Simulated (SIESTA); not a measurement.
PbSe2 under changes of volume

One of the cells (27.832 Å³/atom); the others are scaled copies at fixed shape and fractional positions:

```
Pb Se
1.0
    -3.26008    3.26008    3.92804
     3.26008   -3.26008    3.92804
     3.26008    3.26008   -3.92804
Pb Se
2 4
Cartesian
  0.0000 0.0000 5.8921
  0.0000 0.0000 1.9640
  2.4137 0.8464 0.0000
  0.8464 2.4137 3.9280
  2.4137 -0.8464 3.9280
  0.8464 4.1065 0.0000
```

The cell comes from a database or a generator and needn't be the stable form of this composition.

```yaml
Program: SIESTA 5.4.2
Functional: PBEsol
Potentials_or_basis: PseudoDojo 0.4 standard (PBEsol files)
Basis: DZP (energy shift 0.003 Ry; two zetas on semicore shells)
Grid_cutoff: 500 Ry
Energy_shift: 0.003 Ry
k_mesh: 6 × 6 × 6
Occupations: fermi-dirac, width 0.05 eV
Spin: no spin polarisation
```

```tsv
volume (Å³/atom)	energy over the lowest point (meV/atom)	pressure (GPa)	largest force (eV/Å)
25.649	?	?	?
26.195	7.17	2.6	1.320
26.740	0.62	1.3	1.170
27.832	0.00	-1.0	0.903
28.378	7.72	-2.0	0.781
28.923	16.04	-2.9	0.669
```

Q: What does the run at 25.649 Å³/atom give?

A: Energy over the lowest point 18.58 meV/atom; pressure 4.1 GPa; largest force 1.483 eV/Å.

Worked out: A Birch-Murnaghan fit of order 3 (a polynomial in V^(-2/3)) to the other rows has its minimum at 27.24 Å³/atom with B0 = V·E''(V) = 65 GPa and B' = 6.6 at fixed shape and positions, which overstates the stiffness. It gives 20.24 meV/atom at 25.649 Å³/atom, against the run's 18.58, and -dE/dV = 4.8 GPa, against 4.1.

Energies are extrapolated to zero smearing.

Caveats: the basis of atomic orbitals isn't converged, which shifts pressures, moduli and gaps; forces of over 1 eV/Å show positions far from the minimum, so gaps and moduli don't describe the material at rest (some runs).
